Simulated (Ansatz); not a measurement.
Level of theory: DFT PBE, scalar-relativistic, plane waves, PAW (Ansatz). Settings: cutoff 420 eV, Γ-centred meshes spaced at most about 0.3 Å⁻¹, and about 0.25 Å⁻¹ or finer for metals (2π included), Gaussian smearing. No spin polarisation.

Each guess is relaxed in cell and atoms at zero pressure, on a coarse mesh first where it starts far from rest and then on a converged one. The steps can't lower the symmetry of the start, but it can rise. Energies are static (0 K, no zero-point motion).

Two unrelaxed guesses for ScAl₄:

A.

```cif
data_structure
_symmetry_space_group_name_H-M 'C2/m'
_symmetry_Int_Tables_number 12
_cell_length_a 3.1353
_cell_length_b 4.5052
_cell_length_c 11.4672
_cell_angle_alpha 90.000
_cell_angle_beta 92.072
_cell_angle_gamma 90.000
_cell_volume 161.87
loop_
_atom_site_label
_atom_site_type_symbol
_atom_site_symmetry_multiplicity
_atom_site_Wyckoff_symbol
_atom_site_fract_x
_atom_site_fract_y
_atom_site_fract_z
_atom_site_occupancy
Sc1 Sc 2 b 0.50000 0.00000 0.00000 1
Al1 Al 4 i 0.10000 0.00000 0.20000 1
Al2 Al 4 i 0.70000 0.00000 0.40000 1
```

B.

```cif
data_structure
_symmetry_space_group_name_H-M 'P6_3/mmc'
_symmetry_Int_Tables_number 194
_cell_length_a 2.8706
_cell_length_b 2.8706
_cell_length_c 22.6826
_cell_angle_alpha 90.000
_cell_angle_beta 90.000
_cell_angle_gamma 120.000
_cell_volume 161.87
loop_
_atom_site_label
_atom_site_type_symbol
_atom_site_symmetry_multiplicity
_atom_site_Wyckoff_symbol
_atom_site_fract_x
_atom_site_fract_y
_atom_site_fract_z
_atom_site_occupancy
Sc1 Sc 2 d 0.33333 0.66667 0.75000 1
Al1 Al 4 f 0.33333 0.66667 0.95000 1
Al2 Al 4 f 0.33333 0.66667 0.15000 1
```

Question: Where do they end, and which end is lower?

Answer: A ends lower, by 79 meV/atom. A: C2/m at 16.2 Å³/atom → I4/mmm at 17.7 Å³/atom; B: P6_3/mmc at 16.2 Å³/atom → P6_3/mmc at 18.2 Å³/atom. Counting all near atoms (those within 1.25 times the shortest distance at each site), the end of A and the end of B both have Sc 12, Al 12. End of A. Conventional cell: a = 2.927 Å, c = 20.649 Å. Sc has 4 Sc at 2.93 Å and 8 Al at 3.00 Å; Al on its first site has 8 Al at 2.87–2.93 Å and 4 Sc at 3.00 Å; Al on its second site is surrounded by 12 Al at 2.87–2.93 Å. End of B. Conventional cell: a = 3.025 Å, c = 22.967 Å. Sc has 6 Al at 2.96 Å and 6 Sc at 3.02 Å; Al on its first site has 6 Al at 2.82–2.85 Å and 6 Al at 3.02 Å; Al on its second site has 3 Al at 2.82 Å, 3 Sc at 2.96 Å and 6 Al at 3.02 Å.

Ends held by symmetry can be saddle points. Neither end is the lowest form computed: that has Sc and Al ordered on fcc sites, space group I4/m (No. 87) and lies 74 meV/atom below the better end. Some structure types and database cells were kept out of the candidates from the start, so a known form may be missing.
